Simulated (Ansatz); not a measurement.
Relaxed CoPt (CuAu type, space group P4/mmm):

```xyz
2
Lattice="2.6948 0.0000 0.0000 0.0000 2.6948 0.0000 0.0000 0.0000 3.7242" Properties=species:S:1:pos:R:3 pbc="T T T"
Co     1.3474     1.3474     1.8621
Pt     0.0000     0.0000     0.0000
```

In this cell atom 2 (Pt, nearest neighbour Co at 2.664 Å; its periodic images, 2.7 Å or more away, move with it) is moved by u·(1.000, 0.000, 0.000) + v·(0.000, 0.000, 1.000); the rest is frozen.

Level of theory: PBE (plane waves to 420 eV, PAW, scalar-relativistic; Ansatz, a quantum-chemistry and plane-wave program). k mesh 14×14×10 (Γ-centred), Fermi-Dirac smearing 0.05 eV. Energies are smeared free energies. Points where atoms come too close for the PAW data are left out (x in tables, blank in figures). With partly filled bands, energies and forces of such displacements shift with the k mesh and the smearing. CoPt was relaxed with its symmetry unable to fall. Relaxed CoPt ends ferromagnetic. Spin-orbit coupling is left out, though Pt is heavy. Other magnetic orders were not checked, so this need not be the ground state. The zero of ΔE is the undisplaced structure. Axes are in Å.

```json
[
 {"ΔE (meV/cell)": "v = -0.670", "u = -0.670": "x", "u = -0.335": "3233", "u = 0.000": "2162", "u = 0.335": "3233", "u = 0.670": "x"},
 {"ΔE (meV/cell)": "v = -0.335", "u = -0.670": "[?]", "u = -0.335": "898", "u = 0.000": "442", "u = 0.335": "898", "u = 0.670": "[?]"},
 {"ΔE (meV/cell)": "v = 0.000", "u = -0.670": "899", "u = -0.335": "[?]", "u = 0.000": "0", "u = 0.335": "[?]", "u = 0.670": "899"},
 {"ΔE (meV/cell)": "v = 0.335", "u = -0.670": "[?]", "u = -0.335": "898", "u = 0.000": "442", "u = 0.335": "898", "u = 0.670": "[?]"},
 {"ΔE (meV/cell)": "v = 0.670", "u = -0.670": "x", "u = -0.335": "3233", "u = 0.000": "2162", "u = 0.335": "3233", "u = 0.670": "x"}
]
```

**Question.** Fill in the missing entries.

**Answer.** 
- v = -0.335, u = -0.670: 2028
- v = -0.335, u = 0.670: 2028
- v = 0.000, u = -0.335: 229
- v = 0.000, u = 0.335: 229
- v = 0.335, u = -0.670: 2028
- v = 0.335, u = 0.670: 2028

(For displaced atoms, the force is minus the slope of the energy, and its curvature is a force constant, which sets phonon frequencies.)
